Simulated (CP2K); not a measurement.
Crystal: PbF2 (Fluorocronite).

```
Pb F
1.0
     4.19125    0.00000    0.00000
     2.09562    3.62973    0.00000
     2.09562    1.20991    3.42214
Pb F
1 2
Direct
  0.00000 0.00000 0.00000
  0.75000 0.75000 0.75000
  0.25000 0.25000 0.25000
```

- Program: CP2K 2026.2
- Task: single point
- Functional: PBE
- Potentials or basis: POTENTIAL_UZH Pb GTH-PBE-q4, F GTH-PBE-q7; TZVP-MOLOPT-PBE-GTH basis
- Density cutoff: 10204 eV
- k mesh: 8 × 8 × 8
- Occupations: fermi-dirac, width 0.05 eV
- Spin: no spin polarisation

On this cell: pressure 3.5 GPa; largest force zero by symmetry; band gap on the k mesh 4.33 eV, indirect (least direct gap 4.49 eV).

The same run follows on a disturbed copy (atoms moved at random, drawn with an rms of 0.05 Å):

```
Pb F
1.0
     4.19125    0.00000    0.00000
     2.09562    3.62973    0.00000
     2.09562    1.20991    3.42214
Pb F
1 2
Direct
  0.98240 0.99974 0.00207
  0.75164 0.74372 0.76022
  0.26519 0.24966 0.24220
```

Question: What does the disturbed cell give?

Answer: The energy moves by +6.7 meV/atom; pressure 3.8 GPa; largest force 0.275 eV/Å; band gap on the k mesh 4.31 eV, indirect (least direct gap 4.49 eV).

Forces in eV/Å, atoms in the order of the input:
```
Pb   0.260 -0.044 -0.016
F   -0.063  0.006 -0.130
F   -0.221  0.051  0.156
```

Stress tensor (GPa, compression positive):
```
 4.39 -0.32 -0.24
-0.32  4.14  0.08
-0.24  0.08  3.01
```

The forces don't sum to zero, so they hold noise of the program's grid.

Caveats: spin-orbit coupling is left out, which as a rule narrows the gap of such compounds by several tenths of an eV; the basis of atomic orbitals isn't converged, which shifts pressures, moduli and gaps.

A k mesh can miss the band edges.
